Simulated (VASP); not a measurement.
# ZnS (Wurtzite-2H) (P6_3mc) in VASP: further runs, part 2 of 2

VASP 6.6.1. The steps go on from the part before.

## 5. Single point, r2SCAN

This run uses another cell than the first one, of 18.43 Å³/atom, 0.959 times its volume.

File POSCAR:

```
ZnS
1.0
    3.7294210015      0.0000000000      0.0000000000
   -1.8647105007      3.2297733287      0.0000000000
    0.0000000000      0.0000000000      6.1202182000
Zn S
2 2
Direct
    0.3333333333      0.6666666667      0.0055710041
    0.6666666667      0.3333333333      0.5055710041
    0.3333333333      0.6666666667      0.3794289959
    0.6666666667      0.3333333333      0.8794289959
```

File INCAR.step1:

```
ALGO     = Normal         # electronic algorithm
EDIFF    = 1E-4           # SCF threshold, eV
ENCUT    = 520            # plane-wave cutoff, eV
GGA      = PE             # functional
ISMEAR   = -1             # smearing method
LASPH    = True           # aspherical terms in the spheres
LCHARG   = False          # write CHGCAR
LREAL    = False          # projectors in reciprocal space
LWAVE    = True           # write WAVECAR
NBANDS   = 26             # bands
NELM     = 60             # most SCF steps
PREC     = Accurate       # precision mode
SIGMA    = 0.02           # smearing width, eV
```

File INCAR.step2:

```
ALGO     = Normal         # electronic algorithm
EDIFF    = 1E-6           # SCF threshold, eV
ENCUT    = 520            # plane-wave cutoff, eV
ISIF     = 2              # what is computed and relaxed
ISMEAR   = -1             # smearing method
ISTART   = 1            
LASPH    = True           # aspherical terms in the spheres
LCHARG   = True           # write CHGCAR
LELF     = True           # ELF
LMIXTAU  = True         
LREAL    = False          # projectors in reciprocal space
LVHAR    = True         
LWAVE    = False          # write WAVECAR
METAGGA  = R2SCAN         # meta-GGA
NBANDS   = 26             # bands
NELM     = 60             # most SCF steps
PREC     = Accurate       # precision mode
SIGMA    = 0.02           # smearing width, eV
```

File KPOINTS:

```
k-points
0
Gamma
  12 12 6
```

Potentials or basis: VASP PAW PBE potentials, release 64 (Zn, S).

Command:

```console
cat potpaw_PBE.64/Zn/POTCAR potpaw_PBE.64/S/POTCAR > POTCAR
cp INCAR.step1 INCAR
mpirun -np 1 vasp_std > vasp.out
cp INCAR.step2 INCAR
mpirun -np 1 vasp_std > vasp.out
```

OUTCAR:

```text
EDIFF = 1E-6
   ENCUT = 520
   ISIF = 2
   ISMEAR = -1
   ISTART = 1
   LASPH = True
   LREAL = False
   METAGGA = R2SCAN
   NELM = 60
   PREC = Accurate

 ion  position               nearest neighbor table
   1  0.333  0.667  0.006-   4 2.29   4 2.29   4 2.29   3 2.29
   2  0.667  0.333  0.506-   3 2.29   3 2.29   3 2.29   4 2.29
   3  0.333  0.667  0.379-   2 2.29   2 2.29   2 2.29   1 2.29
   4  0.667  0.333  0.879-   1 2.29   1 2.29   1 2.29   2 2.29

  LATTYP: Found a hexagonal cell.
 ALAT       =     3.7294210015
 C/A-ratio  =     1.6410639071

  Lattice vectors:

 A1 = (   3.7294210015,   0.0000000000,   0.0000000000)
 A2 = (  -1.8647105007,   3.2297733287,   0.0000000000)
 A3 = (   0.0000000000,   0.0000000000,   6.1202182000)

Analysis of symmetry for initial positions (statically):
=====================================================================
 Subroutine PRICEL returns:
 Original cell was already a primitive cell.

 Routine SETGRP: Setting up the symmetry group for a
 hexagonal supercell.

 Subroutine GETGRP returns: Found 12 space group operations
 (whereof  6 operations were pure point group operations)
 out of a pool of 24 trial point group operations.

The static configuration has the point symmetry C_3v.
 The point group associated with its full space group is C_6v.

Analysis of symmetry for dynamics (positions and initial velocities):
=====================================================================
 Subroutine PRICEL returns:
 Original cell was already a primitive cell.

 Routine SETGRP: Setting up the symmetry group for a
 hexagonal supercell.

 Subroutine GETGRP returns: Found 12 space group operations
 (whereof  6 operations were pure point group operations)
 out of a pool of 24 trial point group operations.

The dynamic configuration has the point symmetry C_3v.
 The point group associated with its full space group is C_6v.

 Subroutine INISYM returns: Found 12 space group operations
 (whereof  6 operations are pure point group operations),
 and found     1 'primitive' translations

----------------------------------------------------------------------------------------

                                     Primitive cell

  volume of cell :      73.7192

  direct lattice vectors                    reciprocal lattice vectors
     3.729421001  0.000000000  0.000000000     0.268138137  0.154809626  0.000000000
    -1.864710501  3.229773329  0.000000000     0.000000000  0.309619251  0.000000000
     0.000000000  0.000000000  6.120218200     0.000000000  0.000000000  0.163392867

  length of vectors
     3.729421001  3.729421001  6.120218200     0.309619251  0.309619251  0.163392867

  position of ions in fractional coordinates (direct lattice)
     0.333333333  0.666666667  0.005571004
     0.666666667  0.333333333  0.505571004
     0.333333333  0.666666667  0.379428996
     0.666666667  0.333333333  0.879428996

  ion indices of the primitive-cell ions
   primitive index   ion index
                 1           1
                 2           2
                 3           3
                 4           4

----------------------------------------------------------------------------------------

 KPOINTS: k-points

Automatic generation of k-mesh.
 Grid dimensions read from file:
 generate k-points for:   12   12    6

 Generating k-lattice:

  Cartesian coordinates                     Fractional coordinates (reciprocal lattice)
     0.022344845  0.012900802  0.000000000     0.083333333  0.000000000  0.000000000
     0.000000000  0.025801604  0.000000000     0.000000000  0.083333333  0.000000000
     0.000000000  0.000000000  0.027232145     0.000000000  0.000000000  0.166666667

  Length of vectors
     0.025801604  0.025801604  0.027232145

  Shift w.r.t. Gamma in fractional coordinates (k-lattice)
     0.000000000  0.000000000  0.000000000

 Subroutine IBZKPT returns following result:
 ===========================================

 Found     76 irreducible k-points:

 Following reciprocal coordinates:
            Coordinates               Weight
  0.000000  0.000000  0.000000      1.000000
  0.083333 -0.000000  0.000000      6.000000
  0.166667  0.000000  0.000000      6.000000
  0.250000 -0.000000  0.000000      6.000000
  0.333333  0.000000  0.000000      6.000000
  0.416667 -0.000000  0.000000      6.000000
[... 16 lines left out ...]
  0.250000 -0.000000  0.166667     12.000000
  0.333333  0.000000  0.166667     12.000000
 [... further k-points ...]
   k-points           NKPTS =     76   k-points in BZ     NKDIM =     76   number of bands    NBANDS=     26
   number of dos      NEDOS =    301   number of ions     NIONS =      4
   total plane-waves  NPLWV =  37632
   dimension x,y,z NGX =    28 NGY =   28 NGZ =   48
   dimension x,y,z NGXF=    56 NGYF=   56 NGZF=   96
   ions per type =               2   2
   NGX,Y,Z   is equivalent  to a cutoff of  12.48, 12.48, 13.04 a.u.
   NGXF,Y,Z  is equivalent  to a cutoff of  24.96, 24.96, 26.08 a.u.
 SYSTEM =  unknown system
   PREC   = accura    normal or accurate (medium, high low for compatibility)
   ISTART =      1    job   : 0-new  1-cont  2-samecut
   ICHARG =      0    charge: 1-file 2-atom 10-const
   ISPIN  =      1    spin polarized calculation?
   LNONCOLLINEAR =      F non collinear calculations
   LSORBIT =      F    spin-orbit coupling
   LASPH  =      T    aspherical Exc in radial PAW
   ENCUT  =  520.0 eV  38.22 Ry    6.18 a.u.   6.93  6.93 11.38*2*pi/ulx,y,z
   NELM   =     60;   NELMIN=  2; NELMDL=  0     # of ELM steps
   EDIFF  = 0.1E-05   stopping-criterion for ELM
   LREAL  =      F    real-space projection
   EDIFFG = 0.1E-04   stopping-criterion for IOM
   NSW    =      0    number of steps for IOM
   IBRION =     -1    ionic relax: 0-MD 1-quasi-New 2-CG
   NFREE  =      0    steps in history (QN), initial steepest desc. (CG)
   ISIF   =      2    stress and relaxation
   ISYM   =      2    0-nonsym 1-usesym 2-fastsym
   POTIM  = 0.5000    time-step for ionic-motion
   TEBEG  =    0.0;   TEEND  =   0.0 temperature during run
   PSTRESS=    0.0 pullay stress
   NELECT =      36.0000    total number of electrons
   NUPDOWN=      -1.0000    fix difference up-down
   EMIN   =  10.00;   EMAX   =-10.00  energy-range for DOS
   EFERMI =   0.00;   METHOD = LEGACY
   ISMEAR =    -1;   SIGMA  =   0.02  broadening in eV -4-tet -1-fermi 0-gaus
   EFERMI_NEDOS =   21; number of points for ismear=-14 and -15
   IALGO  =     38    algorithm
   IMIX   =      4    mixing-type and parameters
     AMIX     =   0.40;   BMIX     =  1.00
     AMIX_MAG =   1.60;   BMIX_MAG =  1.00
  volume/ion in A,a.u.               =      18.43       124.37
  Fermi-wavevector in a.u.,A,eV,Ry     =   1.289186  2.436208 22.612886  1.662000
  Thomas-Fermi vector in A             =   2.421094
   LORBIT       =      0    0 simple, 1 ext, 2 COOP (PROOUT), +10 PAW based schemes
   METAGGA = R2SCAN    functional components
   LHFCALC =     F    Hartree Fock is set to
   AEXX    =    0.0000 exact exchange contribution
   IVDW    =     0    specifies the selected vdW correction
   LEPSILON=     F    determine dielectric tensor
   LRPA    =     F    only Hartree local field effects (RPA)
 non-spin polarized calculation
  energy-cutoff  :      520.00
  volume of cell :       73.72
 maximum number of plane-waves:      2012
 NGX is ok and might be reduce to    28
   NGX = 13   NGY = 13   NGZ = 23

 number of electron      36.0000013 magnetization

 Free energy of the ion-electron system (eV)
  ---------------------------------------------------
  ext. energy  EPLUGINS =         0.00000000
  ---------------------------------------------------
  free energy    TOTEN  =       -37.64843207 eV

  energy without entropy =      -37.64843207  energy(sigma->0) =      -37.64843207

 E-fermi :   2.9274     XC(G=0): -10.6270

 val. band max:        2.5192604553   @ k =   0.0000   0.0000   0.0000
 cond. band min:       5.6045285723   @ k =   0.0000   0.0000   0.0000
 fundamental gap:      3.0852681170
 Fermi energy:         2.9274128949

 k-point     1 :       0.0000    0.0000    0.0000
  band No.  band energies     occupation
      1     -11.7017      2.00000
      2     -10.6206      2.00000
      3      -4.2911      2.00000
      4      -4.2699      2.00000
      5      -4.2698      2.00000
      6      -4.1671      2.00000
[... 18 lines left out ...]
     25      10.7747      0.00000
     26      12.7050      0.00000
[... 644 lines left out ...]
      4      -4.1944      2.00000
      5      -4.1529      2.00000
      6      -4.0093      2.00000
[... 18 lines left out ...]
     25      12.1393      0.00000
     26      13.2631      0.00000

 [... further k-points ...]
[... 5 lines left out ...]
  --------------------------------------------------------------------------------------
  -------------------------------------------------------------------------------------
  Total        2.5064711      2.5064711      2.6003278      0.0000000     -0.0000000      0.0000000
  in kB       54.4744595     54.4744595     56.5142955      0.0000000     -0.0000000      0.0000000
  external PRESSURE =      55.1544048 kB  Pullay stress =       0.0000000 kB

 VOLUME and BASIS-vectors are now :
 -----------------------------------------------------------------------------
  energy-cutoff  :      520.00
  volume of cell :       73.72
      direct lattice vectors                 reciprocal lattice vectors
     3.729421001  0.000000000  0.000000000     0.268138137  0.154809626  0.000000000
    -1.864710501  3.229773329  0.000000000     0.000000000  0.309619251  0.000000000
     0.000000000  0.000000000  6.120218200     0.000000000  0.000000000  0.163392867

 POSITION                                       TOTAL-FORCE (eV/Angst)
 -----------------------------------------------------------------------------------
     -0.00000      2.15318      0.03410         0.000000     -0.000000     -0.010755
      1.86471      1.07659      3.09420        -0.000000      0.000000     -0.010755
     -0.00000      2.15318      2.32219         0.000000     -0.000000      0.010755
      1.86471      1.07659      5.38230         0.000000     -0.000000      0.010755
 -----------------------------------------------------------------------------------
    total drift:                               -0.000001     -0.000001     -0.047804

  FREE ENERGIE OF THE ION-ELECTRON SYSTEM (eV)
  ---------------------------------------------------
  free  energy   TOTEN  =       -37.6484320703 eV

  energy  without entropy=      -37.6484320703  energy(sigma->0) =      -37.64843207
```

Run time: 6.6 min. Hardware: 1 thread of Intel Xeon Platinum 8259CL at 2.50GHz (Skylake/Cascade Lake), shared host; peak memory 0.28 GiB.

What came out:

```yaml
Free_energy: -37.6484 eV
Pressure: 5.5 GPa
Largest_force: 0.011 eV/Å
Band_gap_on_the_k_mesh: 3.09 eV, direct
```

Forces on the atoms (eV/Å):
```
Zn   0.000  0.000 -0.011
Zn   0.000  0.000 -0.011
S    0.000  0.000  0.011
S    0.000  0.000  0.011
```

Caveat: the PAW data sets were made with another functional, which shifts forces and pressure a little.

## 6. Single point, r2SCAN

This run uses another cell than the first one, of 18.82 Å³/atom, 0.979 times its volume.

File POSCAR:

```
ZnS
1.0
    3.7556853971      0.0000000000      0.0000000000
   -1.8778426986      3.2525189625      0.0000000000
    0.0000000000      0.0000000000      6.1633197400
Zn S
2 2
Direct
    0.3333333333      0.6666666667      0.0053942600
    0.6666666667      0.3333333333      0.5053942600
    0.3333333333      0.6666666667      0.3796057400
    0.6666666667      0.3333333333      0.8796057400
```

File INCAR.step1:

```
SYSTEM = ZnS
ALGO     = Normal         ! electronic algorithm
EDIFF    = 1E-4           ! SCF threshold, eV
ENCUT    = 520            ! plane-wave cutoff, eV
GGA      = PE             ! functional
ISMEAR   = -1             ! smearing method
LASPH    = .True.         ! aspherical terms in the spheres
LCHARG   = .False.        ! write CHGCAR
LREAL    = .False.        ! projectors in reciprocal space
LWAVE    = .True.         ! write WAVECAR
NBANDS   = 26             ! bands
NELM     = 60             ! most SCF steps
PREC     = Accurate       ! precision mode
SIGMA    = 0.02           ! smearing width, eV
```

File INCAR.step2:

```
SYSTEM = ZnS
ALGO     = Normal         ! electronic algorithm
EDIFF    = 1E-6           ! SCF threshold, eV
ENCUT    = 520            ! plane-wave cutoff, eV
ISIF     = 2              ! what is computed and relaxed
ISMEAR   = -1             ! smearing method
ISTART   = 1            
LASPH    = .True.         ! aspherical terms in the spheres
LCHARG   = .False.        ! write CHGCAR
LMIXTAU  = .True.       
LREAL    = .False.        ! projectors in reciprocal space
LWAVE    = .False.        ! write WAVECAR
METAGGA  = R2SCAN         ! meta-GGA
NBANDS   = 26             ! bands
NELM     = 60             ! most SCF steps
PREC     = Accurate       ! precision mode
SIGMA    = 0.02           ! smearing width, eV
```

File KPOINTS:

```
k-points
0
Gamma
  12 12 6
  0 0 0
```

Potentials or basis: VASP PAW PBE potentials, release 64 (Zn, S).

Command:

```console
cat potpaw_PBE.64/Zn/POTCAR potpaw_PBE.64/S/POTCAR > POTCAR
cp INCAR.step1 INCAR
mpirun -np 1 vasp_std > vasp.out
cp INCAR.step2 INCAR
mpirun -np 1 vasp_std > vasp.out
```

OUTCAR:

```text
SYSTEM = ZnS
   EDIFF = 1E-6
   ENCUT = 520
   ISIF = 2
   ISMEAR = -1
   ISTART = 1
   LASPH = .True.
   LREAL = .False.
   METAGGA = R2SCAN
   NELM = 60
   PREC = Accurate

 ion  position               nearest neighbor table
   1  0.333  0.667  0.005-   4 2.30   4 2.30   4 2.30   3 2.31
   2  0.667  0.333  0.505-   3 2.30   3 2.30   3 2.30   4 2.31
   3  0.333  0.667  0.380-   2 2.30   2 2.30   2 2.30   1 2.31
   4  0.667  0.333  0.880-   1 2.30   1 2.30   1 2.30   2 2.31

  LATTYP: Found a hexagonal cell.
 ALAT       =     3.7556853971
 C/A-ratio  =     1.6410639040

  Lattice vectors:
[... 887 lines left out ...]

 [... further k-points ...]
[... 5 lines left out ...]
  --------------------------------------------------------------------------------------
  -------------------------------------------------------------------------------------
  Total        1.6453764      1.6453764      1.6452481     -0.0000000      0.0000000      0.0000000
  in kB       35.0148374     35.0148374     35.0121072     -0.0000000      0.0000000      0.0000000
  external PRESSURE =      35.0139273 kB  Pullay stress =       0.0000000 kB

 VOLUME and BASIS-vectors are now :
 -----------------------------------------------------------------------------
  energy-cutoff  :      520.00
  volume of cell :       75.29
      direct lattice vectors                 reciprocal lattice vectors
     3.755685397  0.000000000  0.000000000     0.266262984  0.153727005  0.000000000
    -1.877842699  3.252518962  0.000000000     0.000000000  0.307454011  0.000000000
     0.000000000  0.000000000  6.163319740     0.000000000  0.000000000  0.162250223

 POSITION                                       TOTAL-FORCE (eV/Angst)
 -----------------------------------------------------------------------------------
     -0.00000      2.16835      0.03325         0.000000     -0.000000      0.000696
      1.87784      1.08417      3.11491        -0.000000     -0.000000      0.000696
     -0.00000      2.16835      2.33963        -0.000000     -0.000000     -0.000696
      1.87784      1.08417      5.42129        -0.000000      0.000000     -0.000696
 -----------------------------------------------------------------------------------
    total drift:                               -0.000000     -0.000001     -0.037614

  FREE ENERGIE OF THE ION-ELECTRON SYSTEM (eV)
  ---------------------------------------------------
  free  energy   TOTEN  =       -37.6919910178 eV

  energy  without entropy=      -37.6919910178  energy(sigma->0) =      -37.69199102
```

OSZICAR.step1:

```text
N       E                     dE             d eps       ncg     rms          rms(c)
DAV:   1     0.245837474937E+03    0.24584E+03   -0.17290E+04  3952   0.170E+03
DAV:   2     0.984614252995E+01   -0.23599E+03   -0.22603E+03  4114   0.353E+02
DAV:   3    -0.138632861446E+02   -0.23709E+02   -0.23479E+02  4702   0.111E+02
DAV:   4    -0.144510291909E+02   -0.58774E+00   -0.58640E+00  4566   0.175E+01
DAV:   5    -0.144597956804E+02   -0.87665E-02   -0.87637E-02  4822   0.213E+00    0.107E+01
DAV:   6    -0.136089471293E+02    0.85085E+00   -0.16487E+00  5888   0.381E+01    0.811E+00
DAV:   7    -0.136050139695E+02    0.39332E-02   -0.13547E+00  4188   0.687E+00    0.357E+00
DAV:   8    -0.135967114342E+02    0.83025E-02   -0.35352E-02  4776   0.157E+00    0.106E+00
DAV:   9    -0.135966815400E+02    0.29894E-04   -0.11425E-02  5348   0.123E+00    0.245E-01
DAV:  10    -0.135968002310E+02   -0.11869E-03   -0.55893E-04  4620   0.343E-01    0.103E-01
DAV:  11    -0.135970027529E+02   -0.20252E-03   -0.28982E-04  3680   0.127E-01    0.662E-02
DAV:  12    -0.135970018733E+02    0.87953E-06   -0.21711E-05  2166   0.718E-02
   1 F= -.13597002E+02 E0= -.13597002E+02  d E =-.707125E-11
```

It took 6.4 min on 1 thread of Intel Xeon Platinum 8259CL at 2.50GHz (Skylake/Cascade Lake), shared host; peak memory 0.28 GiB.

What came out:

- Free energy: -37.6920 eV
- Pressure: 3.5 GPa
- Band gap on the k mesh: 2.98 eV, direct

Caveat: the PAW data sets were made with another functional, which shifts forces and pressure a little. r2SCAN opens gaps a little over a GGA but as a rule still falls short of measured ones.

## 7. Overview

```tsv
level	cell	k mesh	gap on the mesh (eV)	pressure (GPa)
PBEsol	a = 3.782, b = 3.782, c = 6.209 Å, angles 90.0, 90.0, 120.0°, 4 atoms	12 × 12 × 4	2.16	0.2
PBE	a = 3.846, b = 3.846, c = 6.304 Å, angles 90.0, 90.0, 120.0°, 4 atoms	12 × 12 × 4	2.08	0.1
r2SCAN	a = 3.807, b = 3.807, c = 6.248 Å, angles 90.0, 90.0, 120.0°, 4 atoms	12 × 12 × 4	2.78	0.0
r2SCAN	a = 3.729, b = 3.729, c = 6.120 Å, angles 90.0, 90.0, 120.0°, 4 atoms	12 × 12 × 6	3.09	5.5
r2SCAN	a = 3.756, b = 3.756, c = 6.163 Å, angles 90.0, 90.0, 120.0°, 4 atoms	12 × 12 × 6	2.98	3.5
```

Alike in all rows: task single point; potentials or basis VASP PAW PBE potentials, release 64 (Zn, S); no spin polarisation; cutoff (eV) 520; smearing fermi-dirac 0.02 eV.

Caveats: the PAW data sets were made with another functional, which shifts forces and pressure a little (some runs).

Absolute energies hang on the potentials; compare differences alone.

## 8. Against experiment

Step 2. Against the measured gap of ZnS, 3.911 eV (direct; 4 K; a printed reference work, monograph), the calculated 2.16 eV is off by -1.75 eV. The value is that of PBEsol on a finite k mesh, which can miss the band edges, without temperature or zero-point motion. Semilocal functionals fall short of measured gaps as a rule.

Step 3. Against the measured gap of ZnS, 3.911 eV (direct; 4 K; a printed reference work, monograph), the calculated 2.08 eV is off by -1.83 eV. The value is that of PBE on a finite k mesh, which can miss the band edges, without temperature or zero-point motion. Semilocal functionals fall short of measured gaps as a rule.

Step 4. Against the measured gap of ZnS, 3.911 eV (direct; 4 K; a printed reference work, monograph), the calculated 2.78 eV is off by -1.13 eV. The value is that of r2SCAN on a finite k mesh, which can miss the band edges, without temperature or zero-point motion.
